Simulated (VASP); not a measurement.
Output of a VASP run:

OSZICAR:
```
       N       E                     dE             d eps       ncg     rms          rms(c)
DAV:   1     0.319275940192E+03    0.31928E+03   -0.15772E+04  1056   0.192E+03
DAV:   2     0.145386394422E+02   -0.30474E+03   -0.29647E+03  1134   0.439E+02
DAV:   3    -0.246123469178E+02   -0.39151E+02   -0.38499E+02  1398   0.172E+02
DAV:   4    -0.258448817609E+02   -0.12325E+01   -0.12273E+01  1258   0.332E+01
DAV:   5    -0.258923560751E+02   -0.47474E-01   -0.47468E-01  1468   0.560E+00    0.141E+01
DAV:   6    -0.213449103795E+02    0.45474E+01   -0.20667E+01  1804   0.595E+01    0.113E+01
DAV:   7    -0.214497464926E+02   -0.10484E+00   -0.21791E+00  1126   0.121E+01    0.341E+00
DAV:   8    -0.214184851466E+02    0.31261E-01   -0.22727E-01  1674   0.512E+00    0.186E+00
DAV:   9    -0.214093580724E+02    0.91271E-02   -0.54199E-02  1756   0.331E+00    0.443E-01
DAV:  10    -0.214074697459E+02    0.18883E-02   -0.96413E-03  1688   0.135E+00    0.174E-01
DAV:  11    -0.214082232950E+02   -0.75355E-03   -0.49746E-03  1578   0.604E-01    0.183E-01
DAV:  12    -0.214079817251E+02    0.24157E-03   -0.91746E-04  1686   0.371E-01    0.310E-02
DAV:  13    -0.214079831821E+02   -0.14569E-05   -0.10589E-04  1258   0.678E-02    0.135E-02
DAV:  14    -0.214079838283E+02   -0.64624E-06   -0.43085E-06  1326   0.161E-02
   1 F= -.21407984E+02 E0= -.21405843E+02  d E =-.428253E-02
```

File OUTCAR:
```
------------------------ aborting loop because EDIFF is reached ----------------------------------------
  FORCE on cell =-STRESS in cart. coord.  units (eV):
  Direction    XX          YY          ZZ          XY          YZ          ZX
  --------------------------------------------------------------------------------------
  Total        0.1779951      0.1779951      0.2077577      0.0000000      0.0000000      0.0000000
  in kB        4.5252024      4.5252022      5.2818618      0.0000000      0.0000000      0.0000000
  external PRESSURE =       4.7774221 kB  Pullay stress =       0.0000000 kB
  volume of cell :       63.02
      direct lattice vectors                 reciprocal lattice vectors
     3.558786000  0.000000000  0.000000000     0.280994699  0.162232369  0.000000000
    -1.779393000  3.081999000  0.000000000     0.000000000  0.324464739  0.000000000
     0.000000000  0.000000000  5.745745000     0.000000000  0.000000000  0.174041834
 POSITION                                       TOTAL-FORCE (eV/Angst)
 -----------------------------------------------------------------------------------
      1.77939      1.02733      2.87563         0.000000     -0.000000      0.000415
     -0.00000      2.05467      0.00276        -0.000000      0.000000      0.000415
      1.77939      1.02733      5.05350         0.000000     -0.000000     -0.000415
     -0.00000      2.05467      2.18063        -0.000000      0.000000     -0.000415
 -----------------------------------------------------------------------------------
    total drift:                               -0.001324      0.000763      0.000271
  FREE ENERGIE OF THE ION-ELECTRON SYSTEM (eV)
  ---------------------------------------------------
  free  energy   TOTEN  =       -21.4079838283 eV

  energy  without entropy=      -21.4037013031  energy(sigma->0) =      -21.40584257
```
(Selected blocks of OUTCAR.)

File POSCAR:
```
InN
1
    3.5587860000     0.0000000000     0.0000000000
   -1.7793930000     3.0819990000     0.0000000000
    0.0000000000     0.0000000000     5.7457450000
In N
2 2
Direct
  0.6666670000   0.3333330000   0.5004800000
  0.3333330000   0.6666670000   0.0004800000
  0.6666670000   0.3333330000   0.8795200000
  0.3333330000   0.6666670000   0.3795200000
```

**Question.** Write an INCAR and KPOINTS that could have produced this output.

**Answer.** One answer among several that fit: the input of the run itself, PBE GGA, plane waves, VASP's PBE PAW potentials (set 64).

**KPOINTS**
```
Automatic mesh
0
Gamma
7 7 4
0 0 0
```

INCAR:
```
SYSTEM = InN
PREC = Accurate
ENCUT = 400
EDIFF = 1E-6
NELM = 100
ALGO = Normal
LREAL = .FALSE.
LASPH = .TRUE.
ISMEAR = -1
SIGMA = 0.1
GGA = PE
LMAXMIX = 4
LWAVE = .FALSE.
LCHARG = .FALSE.
ISIF = 2
```

POTCAR, in this order: In_d N (PBE.64 set). Program: vasp_std.

At this cut-off the stress carries a Pulay error, which pulls relaxed volumes low.

The structure comes from a computed database's InN entry; how it stands against other phases isn't given here. The cell was not relaxed at this level.
